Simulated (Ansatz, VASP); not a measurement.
## Re: VASP beside Ansatz

Contents of INCAR:

```
ALGO     = Normal         # electronic algorithm
EDIFF    = 1E-7           # SCF threshold, eV
ENCUT    = 520            # plane-wave cutoff, eV
GGA      = PS             # functional
ISIF     = 2              # what is computed and relaxed
ISMEAR   = 0              # smearing method
LASPH    = T              # aspherical terms in the spheres
LCHARG   = F              # write CHGCAR
LREAL    = F              # projectors in reciprocal space
LWAVE    = F              # write WAVECAR
NBANDS   = 10             # bands
NELM     = 100            # most SCF steps
PREC     = Accurate       # precision mode
SIGMA    = 0.1            # smearing width, eV
```

KPOINTS

```
k-points
0
Gamma
  16 16 16
```

Contents of POSCAR:

```
Re
1.0
    0.0000000000      1.9466390000      1.9466390000
    1.9762640000      0.0000000000      1.9466390000
    1.9762640000      1.9466390000      0.0000000000
Re
1
Direct
    0.0000000000      0.0000000000      0.0000000000
```

Input for Ansatz:

```yaml
crystal:
  lattice:
    - [0.0, 1.946639, 1.946639]
    - [1.976264, 0.0, 1.946639]
    - [1.976264, 1.946639, 0.0]
  atoms:
    - { symbol: Re, position: [0.0, 0.0, 0.0] }
basis:
  ecutwfc: 420
kpoints:
  mp_grid: { grid: [16, 16, 16] }
hamiltonian:
  xc: pbesol
scf:
  occupations: { method: gaussian, width: 0.1 }
output:
  forces: true
  stress: true
  eigenvalues: true
  populations: true
```

Alike in both runs: task single point; functional PBEsol; k mesh 16 × 16 × 16; occupations gaussian, width 0.1 eV; no spin polarisation.

|  | VASP | Ansatz |
| --- | --- | --- |
| version | VASP 6.6.1 | Ansatz 0.2.0 |
| potentials or method | VASP PAW PBE potentials, release 64 (Re) | scalar-relativistic, plane waves, PAW |
| plane-wave cutoff (eV) | 520 | 420 |
| valence electrons in the cell | 7 | 15 |

```csv
,VASP,Ansatz,Ansatz less VASP
gap on the k mesh at the Fermi level (eV),none,none,-
pressure (GPa),-9.6,-9.4,+0.25
largest component of the traceless stress (GPa),3.65,3.67,+0.018
```

A gap of «none» marks a metal or a gap that the smearing closes. The two sets of potentials don't hold the same shells in valence.

Caveats: the PAW data sets were made with another functional, which shifts forces and pressure a little (VASP). Spin-orbit coupling is left out, which matters for the levels of Re.
